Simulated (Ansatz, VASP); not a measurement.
# Pd in VASP and in Ansatz

```
CELL_PARAMETERS angstrom
2.48063 0.00000 0.00000
0.00000 2.48063 0.00000
0.00000 0.00000 2.48063
ATOMIC_POSITIONS crystal
Pd 0.00000 0.00000 0.00000
```

Alike in both runs: task single point; functional r2SCAN; k mesh 14 × 14 × 14; occupations fermi-dirac, width 0.1 eV; no spin polarisation.

|  | VASP | Ansatz |
| --- | --- | --- |
| version | VASP 6.6.1 | Ansatz 0.2.0 |
| potentials or method | VASP PAW PBE potentials, release 64 (Pd) | plane waves (500 eV) with PAW, scalar-relativistic |
| plane-wave cutoff (eV) | 520 | 500 |
| valence electrons in the cell | 10 | 18 |

Ansatz gave:

* pressure (GPa): 24.6

Problem. What did VASP give for the same quantities?

Solution. Pressure (GPa): 25.4.

The two sets of potentials don't hold the same shells in valence.

Caveats: so large a pressure means that the cell lies far from this level's equilibrium, or that cutoff or potentials fall short (VASP); the potentials were made for another functional, which shifts forces and pressure (VASP).
